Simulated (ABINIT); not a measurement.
The system is Os.

```
Os
1.0
     2.73410    0.00000    0.00000
    -1.36705    2.36780    0.00000
     0.00000    0.00000    4.31970
Os
2
Direct
  0.66667 0.33333 0.75000
  0.33333 0.66667 0.25000
```

Base run:

| Item | Value |
| --- | --- |
| Program | ABINIT 10.8.3 (patched build) |
| Functional | BLYP |
| Potentials or basis | JTH PAW PBE v2.0 |
| Cutoff | 408 eV |
| k mesh | 11 × 11 × 6 |
| Occupations | fermi-dirac, width 0.05 eV |
| Spin | spin-orbit coupling, no magnetisation |

Its results: band gap on the k mesh none (metal or under the smearing width); pressure 26.3 GPa.

After a change of settings the same cell gave: band gap on the k mesh none (metal or under the smearing width); pressure -8.4 GPa. Which change was it?
A. functional from BLYP to LDA-PZ; potentials or basis from JTH PAW PBE v2.0 to JTH PAW LDA v2.0
B. functional from BLYP to RPBE; spin from spin-orbit coupling, no magnetisation to no spin polarisation
C. functional from BLYP to PBE; spin from spin-orbit coupling, no magnetisation to no spin polarisation
D. functional from BLYP to PBEsol

A.

Caveats: so large a pressure means that the cell lies far from this level's equilibrium, or that cutoff or potentials fall short (some runs); the potentials were made for another functional, which shifts forces and pressure (some runs).
